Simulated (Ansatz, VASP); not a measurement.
# One calculation of Cu, two programs

```
CELL_PARAMETERS angstrom
4.47061 0.00000 0.00000
0.00000 4.47061 0.00000
0.00000 0.00000 4.47061
ATOMIC_POSITIONS crystal
Cu 0.00000 0.00000 0.00000
Cu 0.50000 0.50000 0.50000
Cu 0.25000 0.00000 0.50000
Cu 0.75000 0.00000 0.50000
Cu 0.50000 0.25000 0.00000
Cu 0.50000 0.75000 0.00000
Cu 0.00000 0.50000 0.25000
Cu 0.00000 0.50000 0.75000
```

Alike in both runs: functional LDA; k mesh 6 × 6 × 6; occupations fermi-dirac, width 0.1 eV; no spin polarisation.

Ansatz relaxed the structure, and its values are those at the end. VASP's run is a single point on that final structure, the one shown.

```csv
,VASP,Ansatz
version,VASP 6.6.1,Ansatz 0.2.0
potentials or method,"VASP PAW LDA potentials, release 64 (Cu)","plane waves (420 eV) with PAW, scalar-relativistic"
plane-wave cutoff (eV),520,420
valence electrons in the cell,88,152
```

|  | VASP | Ansatz | Ansatz less VASP |
| --- | --- | --- | --- |
| pressure (GPa) | 0.7 | 0.0 | -0.72 |

The two sets of potentials don't hold the same shells in valence. Ansatz warned: «pseudo_functional_mismatch».
